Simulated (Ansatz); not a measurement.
## BN: opening a crack plane

BN, R3m, a = 2.506 Å, c = 9.885 Å. This isn't the usual stable structure of the compound. Ansatz: PBE+D3(BJ), PAW, 420 eV, Γ-centred 10×10×3 mesh on 6 atoms, Gaussian smearing 0.05 eV; no spin polarisation. One cut on (00-1) per cell of 6 atoms is opened rigidly by x, between planes of B+N and B+N that stand 3.29 Å apart; y is the energy per area (5.439 Å², 1 eV/Å² = 16.02 J/m²).

```tsv
x (Å)	y (J/m²)
0.00	0.000
0.25	0.021
0.50	0.063
0.75	0.108
1.00	0.149
1.50	0.212
2.00	?
3.00	0.301
6.00	0.340
```

Fit the universal binding curve y = W[1 − (1 + x/l) e^(−x/l)] to the other rows, give the peak stress, and predict the missing value.

Least squares gives W = 0.331 J/m² and l = 0.667 Å. The stress dy/dx peaks at x = l with W/(e l) = 1.8 GPa, for rigid faces. The last row already stands above W and still climbs, so W understates the work of separation. At x = 2.00: x/l = 2.999, y = 0.265 J/m². The run gave 0.255 J/m², so the fit is 0.010 J/m² too high, within twice the rms miss on the fitted rows (0.006 J/m²).

Cost: 11 runs of about 0.24 core-minutes in all, on AMD EPYC 9B45 (Zen 5) (shared hosts).